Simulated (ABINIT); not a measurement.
# Cu (I4/mmm) in ABINIT: relaxation of cell and atoms with r2SCAN

Aim: the relaxation of cell and atoms of Cu with r2SCAN.

Everything below comes from runs of ABINIT 10.8.3 (patched build). Logs are shortened: lines on timing, memory, paths and dates and some standing lists are left out, and cuts for length are marked. The log counts tension as positive stress, the text compression.

### 1 Starting point

Symmetry: I4/mmm, No. 139, tetragonal system. The conventional cell has a = 2.886 Å, b = 2.886 Å, c = 2.752 Å, α = 90.00°, β = 90.00°, γ = 90.00°. Cu (site symmetry 4/mmm) has 10 Cu at 2.46 to 2.75 Å as nearest neighbours.

This isn't the form of Cu at room conditions, which is fcc.

### 2 Relaxation of cell and atoms, r2SCAN

The input, run.abi:

```
pp_dirpath "./"
pseudos "Cu.GGA_PBE-JTH.xml"

acell 3*1.0
rprim
    -2.7264842292     2.7264842292     2.6004170657
     2.7264842292    -2.7264842292     2.6004170657
     2.7264842292     2.7264842292    -2.6004170657
ntypat 1
znucl 29
natom 1
typat 1
xred
     0.0000000000     0.0000000000     0.0000000000
chkprim 0
chksymtnons 0
tolsym 1.0e-6

ecut 31.0
pawecutdg 53.0

kptopt 1
ngkpt 9 9 9
nshiftk 1
shiftk 0.0 0.0 0.0

ixc -497498
usekden 1
pawxcdev 0

nband 14
occopt 3
tsmear 0.00183747

nstep 100
tolvrs 1.0e-7

iomode 3
prtwf 0
prtden 0
prteig 0
prtebands 0
enunit 1

ionmov 2
ntime 60
tolmxf 5.0e-5
optcell 2
dilatmx 1.08
ecutsm 0.5
```

Potentials or basis: JTH PAW PBE v2.0.

The run is started by

```console
$ abinit run.abi > log 2>&1
```

run.abo:

```text
.Version 10.8.3 of ABINIT
 Symmetries : space group I4/m m m (#139); Bravais tI (body-center tetrag.)
================================================================================
 Values of the parameters that define the memory need of the present run
     intxc =       0    ionmov =       2      iscf =      17    lmnmax =      18
     lnmax =       6     mgfft =      27  mpssoang =       3    mqgrid =    3001
     natom =       1  nloc_mem =       2    nspden =       1   nspinor =       1
    nsppol =       1      nsym =      16    n1xccc =       1    ntypat =       1
    occopt =       3   xclevel =       2
       mpw =         819          nfft =       19683          nkpt =          75
 PAW method is used; the additional fine FFT grid is defined by:
   mgfftf=        36    nfftf =     46656
================================================================================
================================================================================

--------------------------------------------------------------------------------
------------- Echo of variables that govern the present computation ------------
--------------------------------------------------------------------------------
 -outvars: echo values of preprocessed input variables --------
            acell      1.0000000000E+00  1.0000000000E+00  1.0000000000E+00 Bohr
              amu      6.35460000E+01
          chkprim           0
      chksymtnons           0
          dilatmx      1.08000000E+00
             ecut      3.10000000E+01 Hartree
           ecutsm      5.00000000E-01 Hartree
           enunit           1
           ionmov           2
                       outvar_i_n : Printing only first  50 k-points.
              ixc     -497498
                       outvar_i_n : Printing only first  50 k-points.
         kptrlatt        9    0    0      0    9    0      0    0    9
          kptrlen      4.18568718E+01
            natom           1
            nband          14
            ngfft          27      27      27
          ngfftdg          36      36      36
             nkpt          75
            nstep         100
             nsym          16
            ntime          60
           ntypat           1
                       prtocc : prtvol=0, do not print more k-points.
           occopt           3
          optcell           2
        pawecutdg      5.30000000E+01 Hartree
         pawxcdev           0
           prtden           0
        prtebands           0
           prteig           0
          prtkden           1
            prtwf           0
            rprim     -2.7264842292E+00  2.7264842292E+00  2.6004170657E+00
                       2.7264842292E+00 -2.7264842292E+00  2.6004170657E+00
                       2.7264842292E+00  2.7264842292E+00 -2.6004170657E+00
          spgroup         139
           tolsym      1.00000000E-06
           tolvrs      1.00000000E-07
           tsmear      1.83747000E-03 Hartree
            typat      1
          usekden           1
           useylm           1
                       outvars : Printing only first  50 k-points.
            znucl       29.00000

================================================================================

 chkinp: Checking input parameters for consistency.

================================================================================
== DATASET  1 ==================================================================

--- !DatasetInfo
iteration_state: {dtset: 1, }
dimensions: {natom: 1, nkpt: 75, mband: 14, nsppol: 1, nspinor: 1, nspden: 1, mpw: 819, }
cutoff_energies: {ecut:  31.0, pawecutdg:  53.0, }
electrons: {nelect:   1.90000000E+01, charge:   0.00000000E+00, occopt:   3.00000000E+00, tsmear:   1.83747000E-03, }
meta: {optdriver: 0, ionmov: 2, optcell: 2, iscf: 17, paral_kgb: 0, }
...

 Real(R)+Recip(G) space primitive vectors, cartesian coordinates (Bohr,Bohr^-1):
 R(1)= -2.7264842  2.7264842  2.6004171  G(1)=  0.0000000  0.1833864  0.1922768
 R(2)=  2.7264842 -2.7264842  2.6004171  G(2)=  0.1833864  0.0000000  0.1922768
 R(3)=  2.7264842  2.7264842 -2.6004171  G(3)=  0.1833864  0.1833864  0.0000000
 Unit cell volume ucvol=  7.7323050E+01 bohr^3
 Angles (23,13,12)=  1.08218096E+02  1.08218096E+02  1.12007635E+02 degrees

 Coarse grid specifications (used for wave-functions):

 getcut: wavevector=  0.0000  0.0000  0.0000  ngfft=  27  27  27
         ecut(hartree)=     36.158   => boxcut(ratio)=   2.06540

 Fine grid specifications (used for densities):

 getcut: wavevector=  0.0000  0.0000  0.0000  ngfft=  36  36  36
         ecut(hartree)=     61.819   => boxcut(ratio)=   2.18850

--- Pseudopotential description ------------------------------------------------
- pspini: atom type   1  psp file is ./Cu.GGA_PBE-JTH.xml
 Pseudopotential format is: paw10
 basis_size (lnmax)=  6 (lmn_size= 18), orbitals=   0   0   1   1   2   2
 Spheres core radius: rc_sph= 2.00090475
 Shapefunction is SIN type: shapef(r)=[sin(pi*r/rshp)/(pi*r/rshp)]**2
 Radius for shape functions =  1.80603571
 Compensation charge density is not taken into account in XC energy/potential

   7.07019918E+02                                ecore*ucvol(ha*bohr**3)
--------------------------------------------------------------------------------

================================================================================

=== [ionmov= 2] Broyden-Fletcher-Goldfarb-Shanno method (forces)
================================================================================

--- Iteration: ( 1/60) Internal Cycle: (1/1)
--------------------------------------------------------------------------------

---SELF-CONSISTENT-FIELD CONVERGENCE--------------------------------------------

--- !BeginCycle
iteration_state: {dtset: 1, itime: 1, icycle: 1, }
solver: {iscf: 17, nstep: 100, nline: 4, wfoptalg: 10, }
tolerances: {tolvrs: 1.00E-07, }
...

     iter   Etot(hartree)      deltaE(h)  residm     nres2
 ETOT  1  -189.09178503761    -1.891E+02 6.696E+01 3.017E+01
 ETOT  2  -193.26368200891    -4.172E+00 2.152E-01 1.950E+02
 ETOT  3  -193.01845515527     2.452E-01 1.186E-01 2.466E+01
 ETOT  4  -192.98543260338     3.302E-02 2.690E-01 2.065E+00
 ETOT  5  -192.98445324684     9.794E-04 1.841E-02 8.349E-01
 ETOT  6  -192.98316527187     1.288E-03 5.091E-03 2.210E-01
 ETOT  7  -192.98290645132     2.588E-04 2.632E-03 7.199E-02
 ETOT  8  -192.98277931267     1.271E-04 1.623E-03 7.196E-03
 ETOT  9  -192.98276948276     9.830E-06 1.089E-03 3.965E-04
 ETOT 10  -192.98276934845     1.343E-07 5.146E-04 4.337E-05
 ETOT 11  -192.98276932122     2.723E-08 5.870E-04 5.334E-06
 ETOT 12  -192.98276932273    -1.514E-09 1.468E-04 9.556E-07
 ETOT 13  -192.98276932248     2.549E-10 2.873E-04 1.268E-07
 ETOT 14  -192.98276932250    -2.109E-11 5.923E-05 3.793E-09

 At SCF step   14       nres2   =  3.79E-09 < tolvrs=  1.00E-07 =>converged.

Result for kinetic energy density :

--------------------------------------------------------------------------------
 Total kinetic energy density [Ha/Bohr^3]
)     Maximum=    1.2485E+00  at reduced coord.    0.0000    0.0000    0.0000
)     Minimum=    1.1965E-02  at reduced coord.    0.7500    0.2500    0.5000
   Integrated=    1.0988E+01
--------------------------------------------------------------------------------

 Cartesian components of stress tensor (hartree/bohr^3)
  sigma(1 1)= -7.45153251E-05  sigma(3 2)=  0.00000000E+00
  sigma(2 2)= -7.45153251E-05  sigma(3 1)=  0.00000000E+00
  sigma(3 3)=  1.74550406E-05  sigma(2 1)=  0.00000000E+00

--- !ResultsGS
iteration_state: {dtset: 1, itime: 1, icycle: 1, }
comment   : Summary of ground state results
lattice_vectors:
- [ -2.7264842,   2.7264842,   2.6004171, ]
- [  2.7264842,  -2.7264842,   2.6004171, ]
- [  2.7264842,   2.7264842,  -2.6004171, ]
lattice_lengths: [   4.65076,    4.65076,    4.65076, ]
lattice_angles: [108.218, 108.218, 112.008, ] # degrees, (23, 13, 12)
lattice_volume:   7.7323050E+01
convergence: {deltae: -2.109E-11, res2:  3.793E-09, residm:  5.923E-05, diffor: null, }
etotal    :  -1.92982769E+02
[... 1415 lines left out ...]
---OUTPUT-----------------------------------------------------------------------

 Cartesian coordinates (xcart) [bohr]
  0.00000000000000E+00  0.00000000000000E+00  0.00000000000000E+00
 Reduced coordinates (xred)
  0.00000000000000E+00  0.00000000000000E+00  0.00000000000000E+00
 Cartesian forces (fcart) [Ha/bohr]; max,rms= 0.00000E+00 0.00000E+00 (free atoms)
 -0.00000000000000E+00 -0.00000000000000E+00 -0.00000000000000E+00
 Gradient of E wrt nuclear positions in reduced coordinates (gred)
  0.00000000000000E+00  0.00000000000000E+00 -0.00000000000000E+00
 Scale of Primitive Cell (acell) [bohr]
  4.67828595501950E+00  4.67828595501950E+00  4.67828595501950E+00
 Real space primitive translations (rprimd) [bohr]
 -2.80701942285893E+00  2.80701942285893E+00  2.47540772324845E+00
  2.80701942285893E+00 -2.80701942285893E+00  2.47540772324845E+00
  2.80701942285893E+00  2.80701942285893E+00 -2.47540772324845E+00
 Unitary Cell Volume (ucvol) [Bohr^3]=  7.80184949888659E+01
 Angles (23,13,12)= [degrees]
  1.06258739637842E+02  1.06258739637842E+02  1.16107013643406E+02
 Lengths [Bohr]
  4.67828595501950E+00  4.67828595501950E+00  4.67828595501950E+00
 Stress tensor in cartesian coordinates (strten) [Ha/bohr^3]
 -2.65179038311247E-07  0.00000000000000E+00  0.00000000000000E+00
  0.00000000000000E+00 -2.65179038269614E-07  0.00000000000000E+00
  0.00000000000000E+00  0.00000000000000E+00 -1.47323061278071E-07
 Total energy (etotal) [Ha]= -1.92983081767328E+02

 Difference of energy with previous step (new-old):
           Absolute (Ha)= 1.34727E-09
           Relative     = 6.98131E-12

 At Broyd/MD step  15, gradients are converged :
  max grad (force/stress) = 2.6518E-05 < tolmxf= 5.0000E-05 ha/bohr (free atoms)

================================================================================

 ----iterations are completed or convergence reached----

 Mean square residual over all n,k,spin=   78.904E-13; max=  47.523E-11
 reduced coordinates (array xred) for    1 atoms
       0.000000000000      0.000000000000      0.000000000000
 rms dE/dt=  0.0000E+00; max dE/dt=  0.0000E+00; dE/dt below (all hartree)
    1       0.000000000000      0.000000000000      0.000000000000

 cartesian coordinates (angstrom) at end:
    1      0.00000000000000     0.00000000000000     0.00000000000000

 cartesian forces (hartree/bohr) at end:
    1     -0.00000000000000    -0.00000000000000    -0.00000000000000
 frms,max,avg= 0.0000000E+00 0.0000000E+00   0.000E+00  0.000E+00  0.000E+00 h/b

 cartesian forces (eV/Angstrom) at end:
    1     -0.00000000000000    -0.00000000000000    -0.00000000000000
 frms,max,avg= 0.0000000E+00 0.0000000E+00   0.000E+00  0.000E+00  0.000E+00 e/A
 length scales=  4.678285955019  4.678285955019  4.678285955019 bohr
              =  2.475642311804  2.475642311804  2.475642311804 angstroms
 Fermi (or HOMO) energy (eV) =   7.11367   Average Vxc (eV)= -12.68693
 Eigenvalues (   eV  ) for nkpt=  75  k points:
 kpt#   1, nband= 14, wtk=  0.00137, kpt=  0.0000  0.0000  0.0000 (reduced coord)
-109.30973  -65.09200  -65.06200  -65.06200   -2.69785    3.63930    4.17026    4.17026
   4.62866    5.21725   31.87225   31.87225   35.66294   36.14567
 prteigrs : prtvol=0 or 1, do not print more k-points.

--- !EnergyTerms
iteration_state     : {dtset: 1, itime: 15, icycle: 1, }
comment             : Components of total free energy in Hartree
kinetic             :  1.09863907800141E+01
hartree             :  4.09520723691722E+01
xc                  : -2.50992052363884E+00
Ewald energy        : -1.21952661618616E+02
psp_core            :  9.06220913766936E+00
local_psp           : -1.02043660150831E+02
PAW spherical_terms : -2.74774305967285E+01
internal            : -1.92983000602958E+02
'-kT*entropy'       : -3.87405519625692E-05
total_energy        : -1.92983039343510E+02
total_energy_eV     : -5.25133602249961E+03
...

--- !EnergyTermsDC
iteration_state     : {dtset: 1, itime: 15, icycle: 1, }
comment             : '"Double-counting" decomposition of free energy'
band_energy         : -2.07795406561648E+01
Ewald energy        : -1.21952661618616E+02
psp_core            :  9.06220913766936E+00
xc_dc               : -4.00442680051324E+01
PAW spherical_terms : -1.92687818845324E+01
internal            : -1.92983043026776E+02
'-kT*entropy'       : -3.87405519625692E-05
total_energy_dc     : -1.92983081767328E+02
total_energy_dc_eV  : -5.25133717691049E+03
...

--- !EnergyTermsWithPAWCore
iteration_state     : {dtset: 1, itime: 15, icycle: 1, }
comment             : 'Components of total free energy, including PAW core contributions'
Total energy        : -1.65520943467499E+03
Total energy DC     : -1.65520947709881E+03
Total energy (eV)   : -4.50405432449330E+04
Total energy DC (eV): -4.50405443993439E+04
...

 Cartesian components of stress tensor (hartree/bohr^3)
  sigma(1 1)= -2.65179038E-07  sigma(3 2)=  0.00000000E+00
  sigma(2 2)= -2.65179038E-07  sigma(3 1)=  0.00000000E+00
  sigma(3 3)= -1.47323061E-07  sigma(2 1)=  0.00000000E+00

-Cartesian components of stress tensor (GPa)         [Pressure=  6.6460E-03 GPa]
- sigma(1 1)= -7.80183666E-03  sigma(3 2)=  0.00000000E+00
- sigma(2 2)= -7.80183666E-03  sigma(3 1)=  0.00000000E+00
- sigma(3 3)= -4.33439411E-03  sigma(2 1)=  0.00000000E+00

== END DATASET(S) ==============================================================
================================================================================

 -outvars: echo values of variables after computation  --------
            acell      4.6782859550E+00  4.6782859550E+00  4.6782859550E+00 Bohr
           etotal     -1.9298308177E+02
            fcart     -0.0000000000E+00 -0.0000000000E+00 -0.0000000000E+00
            rprim     -6.0001022807E-01  6.0001022807E-01  5.2912706642E-01
                       6.0001022807E-01 -6.0001022807E-01  5.2912706642E-01
                       6.0001022807E-01  6.0001022807E-01 -5.2912706642E-01
           strten     -2.6517903831E-07 -2.6517903827E-07 -1.4732306128E-07
                       0.0000000000E+00  0.0000000000E+00  0.0000000000E+00
 Calculation completed.
```

It took 41 min on 1 thread of Intel Xeon at 2.50GHz (Skylake/Cascade Lake), shared host; peak memory 0.13 GiB.

Results:

| Item | Value |
| --- | --- |
| Free energy | -5251.3372 eV |
| Relaxed volume | 11.56 Å³/atom |
| Relaxed cell | a = 2.476 Å, b = 2.476 Å, c = 2.476 Å, α = 106.26°, β = 106.26°, γ = 116.11° |
| Space group after relaxing (to 0.05 Å) | I4/mmm (No. 139) |
| Energy gained by relaxing | 8.5 meV/atom |
| Ionic steps | 15 |
| Pressure after relaxing | 0.0 GPa |
| Band gap on the k mesh | none (metal or under the smearing width) |
| Valence electrons inside the program's atomic spheres | Cu 17.40 (radii [1.0588] Å) |

The path:
```csv
step,energy change (eV),largest force (eV/Å),pressure (GPa),volume (Å³)
1,0.0000,0.0000,1.29,11.46
2,-0.0006,0.0000,0.64,11.50
3,-0.0017,0.0000,-0.97,11.62
4,-0.0023,0.0000,-1.23,11.64
5,0.2256,0.0000,-4.88,12.80
6,-0.0018,0.0000,-2.86,11.77
7,0.0027,0.0000,-5.19,11.96
8,-0.0050,0.0000,-0.39,11.58
9,-0.0076,0.0000,0.41,11.52
10,-0.0073,0.0000,0.58,11.53
11,-0.0085,0.0000,0.00,11.56
12,-0.0085,0.0000,0.03,11.56
13,-0.0085,0.0000,-0.02,11.56
14,-0.0085,0.0000,0.02,11.56
15,-0.0085,0.0000,0.01,11.56
```

Final structure:
```cif
data_structure
_symmetry_space_group_name_H-M 'P 1'
_symmetry_Int_Tables_number 1
_cell_length_a 2.4756
_cell_length_b 2.4756
_cell_length_c 2.4756
_cell_angle_alpha 106.259
_cell_angle_beta 106.259
_cell_angle_gamma 116.107
_cell_volume 11.56
loop_
_atom_site_label
_atom_site_type_symbol
_atom_site_fract_x
_atom_site_fract_y
_atom_site_fract_z
_atom_site_occupancy
Cu1 Cu 0.00000 0.00000 0.00000 1
```

Levels at points of the mesh, in eV from the Fermi level:
```tsv
k point	band 6	band 7	band 8	band 9	band 10	band 11	band 12	band 13	band 14
(0.00, 0.00, 0.00)	-3.47	-2.94	-2.94	-2.48	-1.90	24.76	24.76	28.55	29.03
```

Caveat: totals of a meta-GGA on PAW files have another zero than those of a GGA; the PAW data sets were made with another functional, which shifts forces and pressure a little.
